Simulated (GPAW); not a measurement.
Wanted: an ASE script for a GPAW 26.7.0 run.

```yaml
Task: relaxation of cell and atoms
Functional: PBEsol
Potentials_or_basis: PAW data sets generated in the run's folder for this functional
Cutoff: 600 eV
Basis: pw
k_mesh: 11 × 11 × 11
Occupations: fermi-dirac, width 0.05 eV
Spin: no spin polarisation
Maxiter: 150
Optimizer: BFGS
Fmax: 0.02 eV/Å
Max_steps: 40
Convergence: density=1e-05 forces=0.0001
```

The structure of Ti lies in POSCAR:

```
Ti
1.0
   -1.6410000000      1.6410000000      1.6410000000
    1.6410000000     -1.6410000000      1.6410000000
    1.6410000000      1.6410000000     -1.6410000000
Ti
1
Direct
    0.0000000000      0.0000000000      0.0000000000
```

This isn't the form of Ti at room conditions, which is hcp.

The input as run:

run.py

```python
from ase.filters import FrechetCellFilter
from ase.io import read, write
from ase.optimize import BFGS
from gpaw import GPAW, PW, setup_paths

setup_paths.insert(0, '.')

atoms = read('POSCAR')

calc = GPAW(mode=PW(600),
            xc='PBEsol',
            kpts={'size': (11, 11, 11), 'gamma': True},
            occupations={'name': 'fermi-dirac', 'width': 0.05},
            nbands=14,
            convergence={'density': 1e-05, 'forces': 0.0001},
            maxiter=150,
            txt='gpaw.txt')
atoms.calc = calc
opt = BFGS(FrechetCellFilter(atoms), trajectory='relax.traj', logfile='-')
done = opt.run(fmax=0.02, steps=40)
calc.write('gs.gpw')
write('result.traj', atoms)
print('Converged:', done)
print('Cell:', atoms.cell.cellpar().round(4))
print('Volume:', round(atoms.get_volume(), 4))
print(atoms.get_scaled_positions().round(5))
```

Potentials or basis: PAW data sets generated in the run's folder for this functional, pw.

Run with:

```bash
$ gpaw-setup -f PBEsol Ti
$ OMP_NUM_THREADS=1 python run.py
```

It gave:

```yaml
Relaxed_volume: 16.47 Å³/atom
Relaxed_cell: a = 2.776 Å, b = 2.776 Å, c = 2.776 Å, α = 109.47°, β = 109.47°, γ = 109.47°
Space_group_after_relaxing_to_0.05_Å: Im-3m (No. 229)
Energy_gained_by_relaxing: 23.5 meV/atom
Ionic_steps: 4
Pressure_after_relaxing: 0.0 GPa
Band_gap_on_the_k_mesh: none (metal or under the smearing width)
```

Caveat: later steps reuse the first step's grids.

Run time: 33 s on 1 thread of Arm Neoverse V1, on a shared host, peak memory 0.17 GiB.
